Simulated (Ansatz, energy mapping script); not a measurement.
# FeGe: energy mapping under LDA, part 2 of 2

Wanted: the magnetic order of FeGe, its couplings and an estimate of its ordering temperature, by LDA.

LDA; plane waves, collinear spin, no spin–orbit coupling.

So far. Step 5 (Order 4: compensated +−+−+−, cell B of 12 atoms): The run ends antiferromagnetic, 58.67 meV a magnetic atom above the parallel order of its cell (energies taken at zero occupation width, not the printed F). Step 6 (Run 5 (compensated +−+−−+; cell B, 12 atoms)): The run ends ferromagnetic, not as typed: a moment turned or collapsed in the SCF or in the program's search for a lower state.

In doubt: warnings of the run leave room for a lower electronic state (step 7), so energies may not be the lowest and differences between runs may mislead.

### Step 7. Order 6: compensated +++−−−, cell B of 12 atoms

This order reverses 2.67 of the 4 neighbours at 2.50 Å, counted for an average magnetic atom.

The input, input.yaml:

```yaml
crystal:
  lattice:
    - [-4.997602336, 0.0, 0.0]
    - [-2.498801168, 4.328050581, 4.11576135]
    - [-2.498801168, 4.328050581, -4.11576135]
  atoms:
    - { symbol: Fe, position: [0.5, 0.0, 0.0], spin: 2.8 }
    - { symbol: Fe, position: [0.5, 0.5, 0.5], spin: 2.8 }
    - { symbol: Fe, position: [0.5, 0.25, 0.25], spin: 2.8 }
    - { symbol: Fe, position: [0.5, 0.75, 0.75], spin: -2.8 }
    - { symbol: Fe, position: [0.0, 0.25, 0.25], spin: -2.8 }
    - { symbol: Fe, position: [0.0, 0.75, 0.75], spin: -2.8 }
    - { symbol: Ge, position: [0.0, 0.0, 0.0] }
    - { symbol: Ge, position: [0.0, 0.5, 0.5] }
    - { symbol: Ge, position: [0.666666667, 0.583333333, 0.083333334] }
    - { symbol: Ge, position: [0.666666667, 0.083333334, 0.583333333] }
    - { symbol: Ge, position: [0.333333333, 0.416666666, 0.916666666] }
    - { symbol: Ge, position: [0.333333333, 0.916666667, 0.416666667] }
magnetization:
  spin_polarized: true
kpoints:
  mp_grid: { grid: [7, 7, 7] }
hamiltonian:
  xc: lda
scf:
  occupations: { method: fermi_dirac, width: 0.1 }
output:
  eigenvalues: true
```

Command:

```console
$ ansatz run input.yaml --threads 4 --pin off --max-ram 14336MiB --backend cpu --events-out ev --progress --plain --runs-dir out
```

Numbers of over 12 decimals in the logs are rounded to 6 here.

What it wrote:

```text
[...]
Crystal: 12 atoms, lattice volume = 178.047 Å³
Basis set: ecut = 420 eV, 3447 PW (Γ)
Bands: 119, of which v1, the nominal top of the filled ones, is band 90 counted from 1 (89 counted from 0)
Symmetry: 4 space group operations
[...]
k-points: 100 of 343
[...]
Starting moments: Σ|m| = 16.8 μB on 6 of 12 sites
[...]
k-point 0 ↑: bands = [... 86 lower, 12.6607, 12.8095, 12.8357, 12.8625, 12.8898, 12.9054, 12.9057, 13.0581, ... 25 higher]
  k-point 1 ↑: bands = [... 86 lower, 12.7038, 12.8378, 12.8437, 12.8472, 12.8969, 12.9380, 13.0421, 13.1103, ... 25 higher]
  k-point 2 ↑: bands = [... 86 lower, 12.7700, 12.8336, 12.8449, 12.8855, 12.9311, 12.9625, 13.1086, 13.5190, ... 25 higher]
  k-point 99 ↓: bands = [... 86 lower, 13.6373, 13.9746, 14.1000, 14.1919, 14.2233, 14.2946, 14.3728, 14.7919, ... 25 higher]
[key lines of the parts left out:]
SCF converged after 21 iterations
Magnetization: 7.8115 μB (93.9057 up, 86.0943 down)
Free energy (F): -51816.024432 eV
Fermi energy:    13.903644 eV
```

Run time: 6.1 min. Hardware: 4 threads of Arm Neoverse V1, shared host; peak memory 2.9 GiB; 24 min of CPU time.

The run ends ferromagnetic, not as typed: a moment turned or collapsed in the SCF or in the program's search for a lower state.

### Step 8. Run 7 (uncompensated +++−−+; cell B, 12 atoms)

This order reverses 2.67 of the 4 neighbours at 2.50 Å, counted for an average magnetic atom.

input.yaml: that of step 7 with these lines changed.

```diff
@@ -11,3 +11,3 @@
     - { symbol: Fe, position: [0.0, 0.25, 0.25], spin: -2.8 }
-    - { symbol: Fe, position: [0.0, 0.75, 0.75], spin: -2.8 }
+    - { symbol: Fe, position: [0.0, 0.75, 0.75], spin: 2.8 }
     - { symbol: Ge, position: [0.0, 0.0, 0.0] }
```

What it wrote:

```text
[...]
Crystal: 12 atoms, lattice volume = 178.047 Å³
Basis set: ecut = 420 eV, 3447 PW (Γ)
Bands: 119, of which v1, the nominal top of the filled ones, is band 90 counted from 1 (89 counted from 0)
Symmetry: 8 space group operations
[...]
k-points: 64 of 343
[...]
Starting moments: Σ|m| = 16.8 μB on 6 of 12 sites
[...]
k-point 0 ↑: bands = [... 86 lower, 12.6607, 12.8095, 12.8358, 12.8625, 12.8898, 12.9054, 12.9057, 13.0581, ... 25 higher]
  k-point 1 ↑: bands = [... 86 lower, 12.7038, 12.8379, 12.8437, 12.8472, 12.8969, 12.9380, 13.0420, 13.1103, ... 25 higher]
  k-point 2 ↑: bands = [... 86 lower, 12.7700, 12.8336, 12.8449, 12.8855, 12.9312, 12.9625, 13.1086, 13.5190, ... 25 higher]
  k-point 63 ↓: bands = [... 86 lower, 13.7769, 14.0397, 14.0678, 14.0707, 14.0733, 14.4985, 14.5279, 14.8322, ... 25 higher]
[key lines of the parts left out:]
SCF converged after 19 iterations
Magnetization: 7.8115 μB (93.9057 up, 86.0943 down)
Free energy (F): -51816.024432 eV
Fermi energy:    13.903649 eV
```

The job ended after 1.8 min (4 threads; peak memory 2.1 GiB).

The run ends ferromagnetic, not as typed: a moment turned or collapsed in the SCF or in the program's search for a lower state.

### Step 9. Mapping onto a Heisenberg model

Each energy difference is a sum of couplings weighted by the pairs that the order reverses. A few near shells are fitted to the differences by least squares. Energies are those extrapolated to zero occupation width, not the free energies F.

The orders that converged (zero: parallel moments in the same cell):

```
                                                      order  atoms  energy (meV a magnetic atom)  moments (μB)  moments kept as typed  opposed neighbours at 2.50 Å
                                         parallel in cell A      6                          0.00          1.39                    yes                             0
   uncompensated ++− in cell A (typed; ended ferromagnetic)      6                          0.00          1.39                     no                          2.67
                                         parallel in cell B     12                          0.00          1.37                    yes                             0
                               compensated +−+−+− in cell B     12                         58.67  1.40 to 1.45                    yes                          1.33
  compensated +−+−−+ in cell B (typed; ended ferromagnetic)     12                          0.00          1.37                     no                          2.67
  compensated +++−−− in cell B (typed; ended ferromagnetic)     12                          0.00          1.37                     no                          2.67
uncompensated +++−−+ in cell B (typed; ended ferromagnetic)     12                          0.00          1.37                     no                          2.67
```

Couplings from the energies, with E = −Σ J e·e over ordered pairs:

```
 pair  distance (Å)  neighbours  J (meV)
Fe–Fe          2.50           4     22.0
```

These orders cannot tell some unfitted shells from fitted ones: the value at 2.50 Å holds J(2.50) + 1.5 J(4.12) + 2 J(4.33) + 4 J(4.81); other unfitted shells add to the values wholly or in part. No temperature is drawn.

Limits of this fit: some orders lost their moments or signs, so no temperature is drawn from a model of fixed moments; one energy difference fixes this value, which holds the part of every shell that the order reverses; 4 of the orders did not finish or lost their signs.

### Step 10. Against another level

The first set of orders, under PBE, took 2.5 h of CPU time summed over its finished orders (seed run apart), these 72 min.

```
        quantity  this set  first set
J at 2.50 Å, meV      22.0       24.2
```

The coupling that led in the first set goes from 24.2 to 22.0 meV.

### Step 11. Results

```yaml
lowest_order_tried: parallel
largest_fitted_value_a_combination_of_shells_fe_fe_at_2p50_a: 22.0 meV
```

In words: Of the orders tried, FeGe prefers parallel moments under LDA. How the layers stack magnetically is not fixed by these couplings. The coupling at 2.50 Å is 0.91 times that of the first set, at 0.48 times the CPU time. The largest fitted value is 22 meV, at 2.50 Å. It is a combination of shells that these orders cannot split, so neither its size nor its sign can be laid on that pair alone. The orders also reverse pairs at 4.12, 4.33 and 4.81 Å, which are not fitted, so the fitted values hold their part too. 1 energy difference fixes 1 coupling with none to spare, so the fit tests nothing. In the fitted orders moments change by up to 5.7 % against the parallel run of the same cell, so the mapping is rough. Orders that lost their signs are left out of the fit. Every order is gapless on its mesh at this level. In a metal exchange reaches farther, and a short model of fixed moments is less apt. With a near shell that the orders cannot separate, no temperature is given. Some orders lost their moments or signs, so a model of fixed moments fits this crystal badly and no temperature is given.

[Logs and program files are shortened in this print: banners, set-up blocks, solver, clock and traceback lines can be left out without a mark of their own.]

[Logs are printed without paths, hosts, clocks, repeated set-up lines and the standing remarks that a program may print on its own settings, such as how far it seeks lower states.]

[Hosts, paths, dates, database ids (printed as entryN), source tags and the programs' standing remarks are cut or masked in the printed files.]

[Where a cell is said to come from a database of computed structures, the database is the Materials Project.]
